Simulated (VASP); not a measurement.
## Hf: single point with PBE

Crystal: Hf.

```xyz
1
Lattice="0.0000 2.2200 2.2200 2.2200 0.0000 2.2200 2.2200 2.2200 0.0000" Properties=species:S:1:pos:R:3 pbc="T T T"
Hf    0.0000    0.0000    0.0000
```

This isn't the form of Hf at room conditions, which is hcp.

- Program: VASP 6.6.1
- Task: single point
- Functional: PBE
- Potentials or basis: VASP PAW PBE potentials, release 64 (Hf_pv)
- Cutoff: 520 eV
- k mesh: 22 × 22 × 22
- Occupations: fermi-dirac, width 0.03 eV
- Spin: no spin polarisation
- Dipole correction: no
- Further INCAR settings: ALGO = Normal; EDIFF = 1e-06; NBANDS = 11

```json
{
 "Pressure": "2.7 GPa",
 "Band gap on the k mesh": "none (metal or under the smearing width)"
}
```

Levels at points of the mesh, in eV from the Fermi level:
| k point | band 1 | band 2 | band 3 | band 4 | band 5 | band 6 | band 7 | band 8 | band 9 | band 10 |
| --- | --- | --- | --- | --- | --- | --- | --- | --- | --- | --- |
| (0.00, 0.00, 0.00) | -29.93 | -29.93 | -29.93 | -7.28 | 1.42 | 1.42 | 1.42 | 4.29 | 4.29 | 11.40 |
| (0.50, 0.00, 0.00) | -30.80 | -30.04 | -30.04 | -3.69 | 0.66 | 1.19 | 1.19 | 6.47 | 6.47 | 9.67 |
| (0.50, 0.50, 0.00) | -30.74 | -30.24 | -30.24 | -3.34 | -2.20 | 2.65 | 6.49 | 7.11 | 7.11 | 10.10 |

Run time: 20 s on 1 thread of Intel(R) Xeon(R) 6975P-C (Granite Rapids), on a shared host, peak memory 0.2 GiB.

Spin-orbit coupling is left out, which matters for the levels of Hf.
